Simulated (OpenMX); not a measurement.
A run of OpenMX 3.8.5:

The input run.py:

```python
from ase.io import read
from ase.calculators.openmx import OpenMX
from ase.calculators.mixing import SumCalculator
from dftd4.ase import DFTD4

atoms = read('Mo.xyz')

def calculator():
    omx = OpenMX(
        label='Mo',
        command='openmx',
        nohup=True,
        xc='GGA-PBE',
        kpts=(9, 9, 9),
        system_currentdirectory='./',
        data_path='./DFT_DATA13',
        level_of_fileout=0,
        definition_of_atomic_species=[['Mo', 'Mo7.0-s3p2d2', 'Mo_PBE13']],
        atoms_speciesandcoordinates_unit='Ang',
        atoms_speciesandcoordinates=[['1', 'Mo', '0', '0', '0', 7.0, 7.0]],
        scf_spinpolarization='off',
        scf_electronictemperature=580.226,
        scf_energycutoff=400.0,
        scf_maxiter=100,
        scf_eigenvaluesolver='band',
        scf_mixing_type='rmm-diisk',
        scf_init_mixing_weight=0.05,
        scf_min_mixing_weight=0.001,
        scf_max_mixing_weight=0.3,
        scf_mixing_history=25,
        scf_mixing_startpulay=8,
        scf_criterion=1e-08,
    )
    return SumCalculator([omx, DFTD4(method='pbe')])

atoms.calc = calculator()
print('stress_eV_A3', atoms.get_stress().round(8).tolist())
print('forces_eV_A', atoms.get_forces().round(6).tolist())
print('energy_eV', round(atoms.get_potential_energy(), 6))
print('dispersion_eV', round(atoms.calc.mixer.calcs[1].get_potential_energy(atoms), 6))
```

Contents of Mo.xyz:

```xyz
1
Lattice="-1.5838089719 1.5838089719 1.5838089719 1.5838089719 -1.5838089719 1.5838089719 1.5838089719 1.5838089719 -1.5838089719" Properties=species:S:1:pos:R:3 pbc="T T T"
Mo     0.0000000000      0.0000000000      0.0000000000
```

Potentials or basis: OpenMX 2013 PBE set, Mo7.0-s3p2d2, grid cutoff 400 Ry.

The run is started by

```bash
$ python run.py > run.log
```

Hardware: 1 thread of Arm Neoverse V2 (shared host).

Problem. Estimate the wall time of this run.

Solution. Run time: 38 s on 1 thread of Arm Neoverse V2 (shared host), peak memory 0.43 GiB. Counts: k points 365, basis 19, scf iterations 16.
